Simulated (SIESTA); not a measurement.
This SIESTA 5.4.2 run on MnF2 needs a look.

File MnF2.fdf:

```
SystemName                      MnF2
SystemLabel                     MnF2
NumberOfSpecies                 2
NumberOfAtoms                   3
%block ChemicalSpeciesLabel
  1  25 Mn
  2   9 F
%endblock ChemicalSpeciesLabel

LatticeConstant                 1.0 Ang
%block LatticeVectors
     3.0792500000     0.0000000000     0.0000000000
    -1.5396250000     2.6667087300     0.0000000000
     0.0000000000     0.0000000000     4.9674693400
%endblock LatticeVectors
AtomicCoordinatesFormat         Fractional
%block AtomicCoordinatesAndAtomicSpecies
     0.0000000000     0.0000000000     0.0000000000  1  Mn
     0.3333333333     0.6666666667     0.2520000000  2  F
     0.6666666667     0.3333333333     0.7480000000  2  F
%endblock AtomicCoordinatesAndAtomicSpecies

%block kgrid.MonkhorstPack
    8   0   0  0.0
    0   8   0  0.0
    0   0   5  0.0
%endblock kgrid.MonkhorstPack
XC.Functional                   GGA
XC.Authors                      PBEsol
PAO.BasisSize                   DZP
PAO.EnergyShift                 0.002 Ry
Mesh.Cutoff                     800 Ry
Spin                            polarized
%block DM.InitSpin
    1  -4.470
    2   0.000
    3   0.000
%endblock DM.InitSpin
DFTU.ProjectorGenerationMethod  1
%block DFTU.Proj
  Mn 1
  n=3 2
  3.50 0.00
  0.0
%endblock DFTU.Proj
OccupationFunction              FD
ElectronicTemperature           0.05 eV
MaxSCFIterations                50
SCF.MustConverge                false
SCF.Mixer.Method                Pulay
SCF.Mixer.Weight                0.1
SCF.Mixer.History               10
SCF.DM.Tolerance                5.0e-05
SCF.H.Tolerance                 1.0e-03 eV
WriteForces                     true
Charge.Mulliken                 end
%block ProjectedDensityOfStates
  EF -25.0 10.0 0.05 201 eV
%endblock ProjectedDensityOfStates
%block PDOS.kgrid.MonkhorstPack
   12   0   0  0.0
    0  12   0  0.0
    0   0   8  0.0
%endblock PDOS.kgrid.MonkhorstPack
NetCharge                       3.0
```

Potentials or basis: PseudoDojo 0.4 standard (PBEsol files), DZP (energy shift 0.002 Ry).

Run with:

```bash
$ siesta MnF2.fdf > MnF2.out 2>&1
```

MnF2.out:

```text
Version         : 5.4.2

                           ***********************
                           *  WELCOME TO SIESTA  *
                           ***********************

 NOTE: Siesta V5 introduces some new defaults for basis-set generation
 NOTE: which might lead to slightly different numerical results.
 NOTE: Please see the manual for full details and compatibility measures.

reinit: Reading from file MnF2.fdf

reinit: -----------------------------------------------------------------------
reinit: System Name: MnF2
reinit: -----------------------------------------------------------------------
reinit: System Label: MnF2
reinit: -----------------------------------------------------------------------

NOTE on units for spin output:
{S} is the spin magnetic moment, in units of the Bohr magneton,
assuming a g-factor for the electron spin of exactly 2.
The spin magnetic moment is then numerically equal to the charge inbalance,
in units of electrons, between the spin-up and -down channels.

initatom: Reading input for the pseudopotentials and atomic orbitals ----------
Species number:   1 Atomic number:   25 Label: Mn
[... 845 lines left out ...]
               3Pdxy   3Pdyz   3Pdz2   3Pdxz   3Pdx2-y2
   2  3.832   0.924   0.066   0.790   0.813   0.790   0.158   0.124   0.158
              0.000   0.003   0.002   0.003   0.000
   3  3.832   0.924   0.066   0.790   0.813   0.790   0.158   0.124   0.158
              0.000   0.003   0.002   0.003   0.000

mulliken: Qtot =       12.000

mulliken: Spin DOWN

Species: Mn
Atom  Qatom  Qorb
               3s      4s      4s      3py     3pz     3px     4py     4pz
               4px     3dxy    3dyz    3dz2    3dxz    3dx2-y2 3dxy    3dyz
               3dz2    3dxz    3dx2-y2
   1  8.524   0.995   0.028   0.065   0.992   0.996   0.992   0.069   0.040
              0.069   0.690   0.560   0.656   0.560   0.690   0.198   0.200

              0.327   0.200   0.198

Species: F
Atom  Qatom  Qorb
               2s      2s      2py     2pz     2px     2py     2pz     2px
               3Pdxy   3Pdyz   3Pdz2   3Pdxz   3Pdx2-y2
   2  2.738   0.941   0.043   0.505   0.547   0.505   0.075   0.035   0.075
              0.001   0.004   0.002   0.004   0.001
   3  2.738   0.941   0.043   0.505   0.547   0.505   0.075   0.035   0.075
              0.001   0.004   0.002   0.004   0.001

mulliken: Qtot =       14.000

Mulliken Atomic Populations:
Atom #   charge [q] valence [e]      Sz [e]  Species
     1     2.139838   12.860162   -4.188103  Mn
     2     0.430082    6.569918    1.094053  F
     3     0.430080    6.569920    1.094050  F
 Total     3.000000               -2.000000

Job completed
```

Among its messages:

```text
SCF_NOT_CONV: SCF did not converge  in maximum number of steps.
madelung: WARNING: Charged system, but not an atom or molecule.
madelung: WARNING: Continue only if you really know what you are doing.
madelung: WARNING: Energy correction terms can not be applied.
```

Task: Diagnose the run.

Result: The calculation stopped without meeting its thresholds. The input holds a flaw that was put in on purpose: net charge far too large (NetCharge = 3.0).
